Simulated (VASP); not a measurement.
## SrO in VASP 6.6.1, single-point calculation

INCAR

```
LREAL = .FALSE.
LCHARG = .FALSE.
EDIFF = 1E-7
NSW = 0
ISMEAR = -1
GGA = PE
PREC = Accurate
ENCUT = 520
NBANDS = 15
NELM = 120
LWAVE = .FALSE.
IBRION = -1
LASPH = .TRUE.
SIGMA = 0.02
ISIF = 2
```

KPOINTS

```
KPOINTS created by Atomic Simulation Environment
0
Monkhorst-Pack
8 8 8
0 0 0
```

POSCAR

```
Sr O
 1.0000000000000000
     0.0000000000000000    2.5540934026000000    2.5938804082000000
     2.5540934026000000    0.0000000000000000    2.5938804082000000
     2.5540934026000000    2.5540934026000000    0.0000000000000000
 Sr  O
   1   1
Cartesian
  0.0000000000000000  0.0000000000000000  0.0000000000000000
  2.5540934026000000  2.5540934026000000  2.5938804082000000
```

The recommended PBE PAW datasets give the neutral cell 16 valence electrons.

Command

```
mpirun -np 1 vasp_std
```

Question: How does this run end, and what does it give?

Answer: It converged. Results: gap between bands v and c on the k mesh 3.41 eV; least direct gap on the k mesh 3.49 eV; pressure 3.9 GPa. Band v is the last that the valence electrons fill when counted band by band, and c is the next.

OSZICAR

```
N       E                     dE             d eps       ncg     rms          rms(c)
DAV:   1     0.679754813437E+02    0.67975E+02   -0.84973E+03  4328   0.104E+03
DAV:   2    -0.110861787973E+02   -0.79062E+02   -0.72156E+02  5977   0.219E+02
DAV:   3    -0.141812366409E+02   -0.30951E+01   -0.30789E+01  5612   0.395E+01
DAV:   4    -0.142399162665E+02   -0.58680E-01   -0.58669E-01  5469   0.536E+00
DAV:   5    -0.142414129491E+02   -0.14967E-02   -0.14967E-02  5515   0.660E-01    0.166E+01
DAV:   6    -0.121819774011E+02    0.20594E+01   -0.66446E+00  4432   0.196E+01    0.196E+01
DAV:   7    -0.120443006862E+02    0.13768E+00   -0.29051E-01  5258   0.483E+00    0.114E+01
DAV:   8    -0.120335374267E+02    0.10763E-01   -0.11769E-01  5881   0.342E+00    0.444E-01
DAV:   9    -0.120349488747E+02   -0.14114E-02   -0.56860E-03  5257   0.479E-01    0.232E-01
DAV:  10    -0.120354163109E+02   -0.46744E-03   -0.44305E-04  4670   0.196E-01    0.844E-02
DAV:  11    -0.120355574120E+02   -0.14110E-03   -0.13891E-04  4740   0.871E-02    0.269E-02
DAV:  12    -0.120355749190E+02   -0.17507E-04   -0.27407E-05  4628   0.385E-02    0.225E-02
DAV:  13    -0.120355750613E+02   -0.14230E-06   -0.14570E-06  4852   0.106E-02    0.329E-03
DAV:  14    -0.120355749577E+02    0.10367E-06   -0.11826E-07  5689   0.262E-03    0.236E-03
DAV:  15    -0.120355749506E+02    0.70575E-08   -0.87741E-09  2489   0.868E-04
   1 F= -.12035575E+02 E0= -.12035575E+02  d E =-.553143E-12
```

The shifted mesh misses Γ, so a band edge there is missed.

For comparison, a separate PBE run of the intended cell, on usual settings and not on those above, gives a gap of 3.23 eV on its mesh and a pressure of 3.9 GPa.
